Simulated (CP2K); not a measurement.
Runs of CP2K 2026.2 on As. Symmetry: Pm-3m, No. 221, cubic system. The conventional cell has a = 2.704 Å, b = 2.704 Å, c = 2.704 Å, α = 90.00°, β = 90.00°, γ = 90.00°. As (site symmetry m-3m) has 6 As at 2.70 Å as nearest neighbours. This isn't the form of As at room conditions, which is rhombohedral.

```tsv
potentials or basis	potentials	gap on the mesh (eV)	pressure (GPa)
GTH_POTENTIALS As GTH-PADE-q5; DZVP-MOLOPT-SR-GTH basis	As GTH-PADE-q5 of GTH_POTENTIALS	none	-1.3
POTENTIAL_UZH As GTH-PBE0-q5; DZVP-MOLOPT-SR-GTH basis	As GTH-PBE0-q5 of POTENTIAL_UZH	none	(b)
GTH_POTENTIALS As GTH-PBE-q5; DZVP-MOLOPT-SR-GTH basis	As GTH-PBE-q5 of GTH_POTENTIALS	none	2.7
GTH_POTENTIALS As GTH-BLYP-q5; DZVP-MOLOPT-SR-GTH basis	As GTH-BLYP-q5 of GTH_POTENTIALS	none	(a)
POTENTIAL_UZH As GTH-SCAN-q5; DZVP-MOLOPT-SR-GTH basis	As GTH-SCAN-q5 of POTENTIAL_UZH	none	-0.5
```

Alike in all rows: task single point; level PBE; no spin polarisation; cell as given; k mesh 10 × 10 × 10; smearing fermi-dirac 0.05 eV.

**Question.** Estimate the missing entries.

**Answer.** (a) 2.1; (b) 1.1.

Caveats: the basis of atomic orbitals isn't converged, which shifts pressures, moduli and gaps; the potentials were made for another functional, which shifts forces and pressure (some runs).

A k mesh can miss the band edges, and the runs leave out spin-orbit coupling on As.

A gap of «none» marks a metal or a gap under the smearing width.
